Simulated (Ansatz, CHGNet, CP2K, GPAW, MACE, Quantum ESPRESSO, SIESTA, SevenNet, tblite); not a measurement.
**Other levels on the unslipped end of a generalised stacking fault on (111) (glide set) of a GaP-AlP solid solution (72 atoms)**

The cell holds 72 atoms: 18 Al, 36 P and 18 Ga. Cell: a = 6.683 Å, b = 11.576 Å, c = 19.103 Å, α = 90.0°, β = 90.0°, γ = 90.0°. Zinc-blende GaP lattice (a = 5.4569 Å, the value set for the mixture), cell with z along [111], 1 x 3 x 2 periods; the third cell vector is tilted by 0.000 of 1/2[11-2] and lengthened by 0.2 Å, so the stacking has no slip (glide set); displaced by a Gaussian of 0.01 Å; 18 of 36 Ga sites given to Al at random (lattice constant by Vegard's rule between GaP and AlP). Then every atom was moved at random, 0.02 Å r.m.s. a Cartesian component.

Geometry: as built.

The reference, a calculation:

```
method                                           : Kohn-Sham DFT, PBE, PAW, plane waves (Ansatz 0.2.0); cutoff 420 eV, Γ point, fermi-dirac smearing of 0.05 eV; PAW set soft_2
r.m.s. force component                           : 0.4406 eV/Å
longest force                                    : 1.724 eV/Å
pressure                                         : 1.239 GPa
gap (highest filled to lowest empty level) : 1.18 eV
SCF cycles                                       : 9
time                                             : 9.8 s on 8 threads of Arm Neoverse V1, shared host
CPU time                                         : 71 s
```

**Question.** The same geometry is run in other programs. How far does each lie from the reference, and what does it cost?
- GPAW PBE, LCAO dzp, h 0.2 Å, other mixer settings (GPAW 26.7.0; 1 thread)
- CP2K PBEsol, PBE potentials, DZVP-MOLOPT-SR, 800/60 Ry, diagonalisation (CP2K 2026.2; 2 threads)
- tblite GFN1-xTB (tblite 0.8.0; 1 thread)
- QE PBE, sssp-1.3.0-efficiency, 60/480 Ry (Quantum ESPRESSO 7.5; 4 MPI ranks)
- SIESTA PBE, SZP, shift 0.01 Ry, mesh 300 Ry (SIESTA 5.4.2; 1 thread)
- CP2K PBE, SZV-MOLOPT-SR, 800/60 Ry, diagonalisation (CP2K 2026.2; 1 thread)
- CP2K PBE, DZVP-MOLOPT-SR, 400/60 Ry, diagonalisation (CP2K 2026.2; 2 threads)
- CHGNet 0.3.0 potential (CHGNet 0.3.0; 1 thread)
- MACE MP-0b2 small potential (MACE MP-0b2 small; 1 thread)
- SIESTA PBE, DZP, shift 0.01 Ry, mesh 300 Ry (SIESTA 5.4.2; 2 MPI ranks)

Differences are against the plane-wave reference, forces as r.m.s. over components; share is that over the reference's r.m.s. force, slope the least-squares factor from reference forces to these. Total energies of different programs have different zeros and aren't compared.

```csv
run,"Δ force, r.m.s. (meV/Å)",share (%),slope,Δ pressure (GPa),Δ gap (eV),cores,CPU time,memory (GiB)
reference,-,-,-,-,-,8,71 s,1.6
"GPAW PBE, LCAO dzp, h 0.2 Å, other mixer settings",89.7,20.4,1.088,-,0.0187,1,5 min,1.4
"CP2K PBEsol, PBE potentials, DZVP-MOLOPT-SR, 800/60 Ry, diagonalisation",48.0,10.9,1.005,-1.25,-0.135,2,8.5 min,6.9
tblite GFN1-xTB,285,64.6,0.907,4.32,-,1,8 s,0.14
"QE PBE, sssp-1.3.0-efficiency, 60/480 Ry",4.37,0.992,1.004,-0.0329,-0.0014,4,55 min,5.5
"SIESTA PBE, SZP, shift 0.01 Ry, mesh 300 Ry (coarse)",60.6,13.7,1.090,3.07,0.0152,1,5.1 min,1.3
"CP2K PBE, SZV-MOLOPT-SR, 800/60 Ry, diagonalisation (coarse)",143,32.5,1.276,4.28,1.08,1,4.9 min,6.7
"CP2K PBE, DZVP-MOLOPT-SR, 400/60 Ry, diagonalisation (coarse)",328,74.3,1.080,0.670,0.0158,2,5.4 min,2.4
CHGNet 0.3.0 potential,256,58.1,0.443,0.169,-,1,3.7 s,0.68
MACE MP-0b2 small potential,167,38.0,0.732,0.601,-,1,7 s,0.67
"SIESTA PBE, DZP, shift 0.01 Ry, mesh 300 Ry",26.2,5.95,1.019,0.0087,-0.0605,2,7.4 min,1.7
```

Rows marked coarse were listed beforehand as settings not expected to be converged; some can still land near the reference.

Times of the machine-learned potentials are mostly Python's start and the loading of weights.

CPU time is summed over cores on a shared host, where runs went side by side, so it is rough. Symmetry, cutoffs, thresholds, outputs and thread counts weren't matched or tuned between programs; memory under MPI is the largest rank's times the ranks.

PBE on plane waves or a grid with other potentials, cutoffs or grids, coarse settings apart, differs from the reference by 0.99 % (QE PBE, sssp-1.3.0-efficiency, 60/480 Ry) of the r.m.s. force; this holds the reference's own error, so differences of a few per cent don't tell which side is nearer the exact PBE result (QE's 60 Ry are 816 eV, against the reference's 420 eV). The PBE runs in local orbitals, coarse settings apart, differ by 6.0 % (SIESTA PBE, DZP, shift 0.01 Ry, mesh 300 Ry) to 20 % (GPAW PBE, LCAO dzp, h 0.2 Å, other mixer settings); basis, grid and potentials can all enter. Tight binding differs by 65 % (tblite GFN1-xTB); it is another model, with fitted parameters of its own, and the xTB methods hold dispersion. Machine-learned potentials differ by 38 % (MACE MP-0b2 small potential) to 58 % (CHGNet 0.3.0 potential); they were trained on other programs' data. The reference samples few k-points for this cell, and its sampling error, which other DFT runs on the same mesh share, can be part of so large a difference. Among those trained on PBE data the slope goes as low as 0.44. Periodic xTB results under one method name differ between programs and library versions. Machine-learned potentials mimic data converged in k, so the reference's own k-point error enters their differences. The electronic-structure runs sample only Γ, in a cell whose shortest periodic width is 7 Å.

[Logs are printed without paths, hosts, clocks, repeated set-up lines and the standing remarks that a program may print on its own settings, such as how far it seeks lower states.]

[Hosts, paths, dates, database ids (printed as entryN), source tags and the programs' standing remarks are cut or masked in the printed files.]
